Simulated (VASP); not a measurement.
Output of a VASP run:

**OSZICAR**
```
...
RMM:   4    -0.648867412264E+02    0.36824E-04   -0.32961E-04  1031   0.637E-02    0.632E-02
RMM:   5    -0.648867497937E+02   -0.85673E-05   -0.15288E-04   945   0.332E-02    0.214E-02
RMM:   6    -0.648867450345E+02    0.47592E-05   -0.15975E-05   591   0.156E-02
   5 F= -.64886745E+02 E0= -.64886684E+02  d E =-.809288E-02
       N       E                     dE             d eps       ncg     rms          rms(c)
DAV:   1    -0.648934051393E+02   -0.66553E-02   -0.16789E+00  1000   0.429E+00    0.594E-01
RMM:   2    -0.649016179870E+02   -0.82128E-02   -0.12320E-01  1022   0.108E+00    0.329E-01
RMM:   3    -0.649041193995E+02   -0.25014E-02   -0.24326E-02  1103   0.462E-01    0.357E-01
RMM:   4    -0.649037772670E+02    0.34213E-03   -0.29265E-03  1037   0.192E-01    0.195E-01
RMM:   5    -0.649038460763E+02   -0.68809E-04   -0.14352E-03  1098   0.101E-01    0.669E-02
RMM:   6    -0.649038173062E+02    0.28770E-04   -0.14214E-04  1016   0.479E-02    0.523E-02
RMM:   7    -0.649037987632E+02    0.18543E-04   -0.68589E-05   835   0.253E-02    0.366E-02
RMM:   8    -0.649038013825E+02   -0.26193E-05   -0.10590E-05   585   0.116E-02
   6 F= -.64903801E+02 E0= -.64903759E+02  d E =-.251492E-01
       N       E                     dE             d eps       ncg     rms          rms(c)
DAV:   1    -0.648628723442E+02    0.40926E-01   -0.66831E+00  1000   0.857E+00    0.122E+00
RMM:   2    -0.648959110743E+02   -0.33039E-01   -0.50179E-01  1022   0.218E+00    0.654E-01
RMM:   3    -0.649062310336E+02   -0.10320E-01   -0.99904E-02  1102   0.929E-01    0.727E-01
RMM:   4    -0.649048572436E+02    0.13738E-02   -0.11276E-02  1031   0.384E-01    0.408E-01
RMM:   5    -0.649050292920E+02   -0.17205E-03   -0.56153E-03  1087   0.202E-01    0.153E-01
RMM:   6    -0.649050233627E+02    0.59293E-05   -0.65269E-04  1062   0.983E-02    0.100E-01
RMM:   7    -0.649049285045E+02    0.94858E-04   -0.22777E-04  1070   0.499E-02    0.767E-02
RMM:   8    -0.649049613302E+02   -0.32826E-04   -0.40329E-05   700   0.221E-02    0.820E-02
RMM:   9    -0.649048801787E+02    0.81152E-04   -0.41042E-04  1137   0.296E-02    0.351E-02
RMM:  10    -0.649048903259E+02   -0.10147E-04   -0.15930E-04   921   0.178E-02    0.261E-02
RMM:  11    -0.649048946291E+02   -0.43031E-05   -0.12046E-05   597   0.920E-03
   7 F= -.64904895E+02 E0= -.64904818E+02  d E =-.262425E-01
       N       E                     dE             d eps       ncg     rms          rms(c)
DAV:   1    -0.648999485517E+02    0.49418E-02   -0.15781E+00  1000   0.418E+00    0.568E-01
RMM:   2    -0.649078892952E+02   -0.79407E-02   -0.11802E-01  1019   0.106E+00    0.339E-01
RMM:   3    -0.649102461292E+02   -0.23568E-02   -0.23176E-02  1105   0.450E-01    0.380E-01
RMM:   4    -0.649099045219E+02    0.34161E-03   -0.28095E-03  1033   0.186E-01    0.216E-01
RMM:   5    -0.649099878535E+02   -0.83332E-04   -0.15377E-03  1080   0.100E-01    0.725E-02
RMM:   6    -0.649099527242E+02    0.35129E-04   -0.14155E-04  1008   0.487E-02    0.734E-02
RMM:   7    -0.649099203204E+02    0.32404E-04   -0.83523E-05   875   0.277E-02    0.439E-02
RMM:   8    -0.649099397817E+02   -0.19461E-04   -0.17599E-05   600   0.144E-02    0.518E-02
RMM:   9    -0.649099102462E+02    0.29535E-04   -0.81271E-05   882   0.149E-02    0.255E-02
RMM:  10    -0.649099137527E+02   -0.35065E-05   -0.14274E-04   985   0.156E-02    0.161E-02
RMM:  11    -0.649099100434E+02    0.37093E-05   -0.44603E-06   559   0.630E-03
   8 F= -.64909910E+02 E0= -.64909861E+02  d E =-.312579E-01
```

### OUTCAR
```
------------------------ aborting loop because EDIFF is reached ----------------------------------------
  FORCE on cell =-STRESS in cart. coord.  units (eV):
  Direction    XX          YY          ZZ          XY          YZ          ZX
  --------------------------------------------------------------------------------------
  Total       -0.2046498     -0.2046498     -0.6932278     -0.0000000     -0.0000000      0.0000000
  in kB       -0.7088561     -0.7088560     -2.4011689     -0.0000000     -0.0000000      0.0000000
  external PRESSURE =      -1.2729604 kB  Pullay stress =       0.0000000 kB
  volume of cell :      462.56
      direct lattice vectors                 reciprocal lattice vectors
     4.251174693  0.000000000  0.000000000     0.235229101  0.135809593  0.000000000
    -2.125587347  3.681625062  0.000000000     0.000000000  0.271619185  0.000000000
     0.000000000  0.000000000 29.553936618     0.000000000  0.000000000  0.033836440
 POSITION                                       TOTAL-FORCE (eV/Angst)
 -----------------------------------------------------------------------------------
     -0.00000      2.45442      1.94639         0.000000     -0.000000      0.002515
     -0.00000      2.45442      7.90494        -0.000000      0.000000     -0.002515
      0.00000      0.00000     11.79769         0.000000     -0.000000      0.002515
     -0.00000      0.00000     17.75625        -0.000000      0.000000     -0.002515
      2.12559      1.22721     21.64899         0.000000     -0.000000      0.002515
      2.12559      1.22721     27.60755        -0.000000      0.000000     -0.002515
      0.00000      0.00000      0.00000         0.000000      0.000000     -0.000000
     -0.00000      0.00000      6.19920         0.000000      0.000000     -0.000134
      2.12559      1.22721      3.65210         0.000000     -0.000000      0.000134
      2.12559      1.22721      9.85130        -0.000000      0.000000     -0.000000
      2.12559      1.22721     16.05051        -0.000000      0.000000     -0.000134
     -0.00000      2.45442     13.50343         0.000000     -0.000000      0.000134
     -0.00000      2.45442     19.70263        -0.000000      0.000000     -0.000000
     -0.00000      2.45442     25.90184        -0.000000      0.000000     -0.000134
      0.00000      0.00000     23.35473         0.000000      0.000000      0.000134
 -----------------------------------------------------------------------------------
    total drift:                               -0.000000     -0.000000      0.000000
  FREE ENERGIE OF THE ION-ELECTRON SYSTEM (eV)
  ---------------------------------------------------
  free  energy   TOTEN  =       -64.9099100434 eV

  energy  without entropy=      -64.9098129273  energy(sigma->0) =      -64.90986149

 reached required accuracy - stopping structural energy minimisation
```
(Selected blocks of OUTCAR.)

**POSCAR**
```
Sb2Te3
1
    4.2511746932    -0.0000000000     0.0000000000
   -2.1255873465     3.6816250616     0.0000000000
   -0.0000000000     0.0000000000    29.5539366182
Sb Te
6 9
Direct
  0.3333330000   0.6666670000   0.0656670000
  0.3333330000   0.6666670000   0.2676670000
  0.0000000000   0.0000000000   0.3990000000
  0.0000000000   0.0000000000   0.6010000000
  0.6666670000   0.3333330000   0.7323330000
  0.6666670000   0.3333330000   0.9343330000
  0.0000000000   0.0000000000   0.0000000000
  0.0000000000   0.0000000000   0.2130000000
  0.6666670000   0.3333330000   0.1203330000
  0.6666670000   0.3333330000   0.3333330000
  0.6666670000   0.3333330000   0.5463330000
  0.3333330000   0.6666670000   0.4536670000
  0.3333330000   0.6666670000   0.6666670000
  0.3333330000   0.6666670000   0.8796670000
  0.0000000000   0.0000000000   0.7870000000
```

Problem. Reconstruct the remaining input files.

Solution. Several could match; the one computed here: the input of the run itself, LDA (Ceperley-Alder, Perdew-Zunger), plane waves, VASP's LDA PAW potentials (set 64).

INCAR:
```
SYSTEM  =  Sb2Te3
PREC  =  Normal; ENCUT  =  400; LREAL  =  F
LASPH  =  T
EDIFF  =  1E-5; NELM  =  100; NELMIN  =  4
ALGO  =  Fast; LMAXMIX  =  4
ISMEAR  =  0; SIGMA  =  0.05
IBRION  =  2; NSW  =  20; ISIF  =  2
EDIFFG  =  -0.03
LWAVE  =  F; LCHARG  =  F
```

KPOINTS:
```
Automatic
0
gamma
  8 8 1
```

POTCAR, in this order: Sb Te (LDA.64 set). Program: vasp_std.

The compound is Sb2Te3 in the tetradymite structure. This run relaxes the ions in a fixed cell. Symmetry was kept, so distortions that lower it aren't found.
